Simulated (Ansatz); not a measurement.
Mo in Ansatz: the effect of target pressure

The system is Mo.

```
CELL_PARAMETERS angstrom
-1.58381 1.58381 1.58381
1.58381 -1.58381 1.58381
1.58381 1.58381 -1.58381
ATOMIC_POSITIONS crystal
Mo 0.00000 0.00000 0.00000
```

Alike in all runs:

| Property | Result |
| --- | --- |
| Program | Ansatz 0.2.0 |
| Task | relaxation of cell and atoms |
| Functional | PBEsol |
| Potentials or basis | all-electron LAPW, scalar-relativistic |
| Basis error allowed | 0.001 eV/atom |
| k mesh | 12 × 12 × 12 |
| Occupations | fermi-dirac, width 0.05 eV |
| Spin | no spin polarisation |

Each run relaxes the cell or the atoms first.

| target pressure | relaxed volume (Å³/atom) |
| --- | --- |
| 0 GPa | 15.32 |
| 5 GPa | 15.06 |
| 10 GPa | 14.82 |
| 20 GPa | ? |
| 30 GPa | 14.03 |

Q: What does the run with target pressure 20 GPa give?

A: Relaxed volume 14.40 Å³/atom.

Worked out: In Murnaghan's law V^(-B') rises as a straight line in P. The other rows fit best with B' = 4.3, V0 = 15.32 Å³/atom and B0 = 281 GPa, which gives 14.40 Å³/atom at 20 GPa, against the run's 14.40.
